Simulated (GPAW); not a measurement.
BeTe:

```xyz
2
Lattice="0.0000 2.7700 2.7700 2.7700 0.0000 2.7700 2.7700 2.7700 0.0000" Properties=species:S:1:pos:R:3 pbc="T T T"
Te    4.1550    4.1550    4.1550
Be    0.0000    0.0000    0.0000
```

Base run:

```yaml
Program: GPAW 26.7.0
Functional: BP86
Potentials_or_basis: PAW data sets generated in the run's folder for this functional
Cutoff: 800 eV
Basis: pw
k_mesh: 8 × 8 × 8
Occupations: fermi-dirac, width 0.05 eV
Spin: spin-orbit coupling, no magnetisation
```

Its results: band gap on the k mesh 1.60 eV, indirect (least direct gap 3.27 eV); pressure 4.8 GPa.

Problem. The run is repeated on the same cell with these changes: functional from BP86 to PBEsol. What comes out?

Solution. Band gap on the k mesh 1.40 eV, indirect (least direct gap 3.19 eV); pressure 2.1 GPa.

Caveats: spin-orbit coupling was added after a scalar SCF, so levels and gaps hold it while energy, forces, pressure and moments don't; this program's spin-orbit splittings come out too wide for heavy elements.
